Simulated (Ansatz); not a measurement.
## ZnS: the gap under strain, fitted and tested

Plane-wave DFT in Ansatz, PBE, scalar-relativistic PAW potentials, cutoff 420 eV, no spin-orbit coupling; no spin polarisation. ZnS in space group F-43m. Biaxial strain in the a-b plane; c and atoms relaxed (conventional cell); Kohn–Sham gaps sought over the whole zone.

| strain (%) | space group | gap (eV) |
| --- | --- | --- |
| -3.0 | I-4m2 | ? |
| -2.0 | I-4m2 | 2.032 |
| -1.0 | I-4m2 | 2.025 |
| +0.0 | F-43m | 2.018 |
| +1.0 | I-4m2 | 1.933 |
| +2.0 | I-4m2 | 1.852 |
| +3.0 | I-4m2 | 1.775 |

Problem. Fit the given gaps and predict the missing one.

Solution. Next to zero the slopes are -7 meV per % on the compressed side and -85 on the stretched side. The slope drops at zero, where the strain lowers the symmetry and can split a degenerate edge, with another member setting the gap on each side, so only the side of the missing row is fitted, by a line: E_g = 2.018 -0.0070 ε eV (ε in %; scatter 0 meV). At -3.0 % this gives 2.039 eV; the run gave 2.034 eV, 5 meV away. The fit holds.

Cost: about 5 core-minutes for the runs cited, on Arm Neoverse V1 (shared hosts).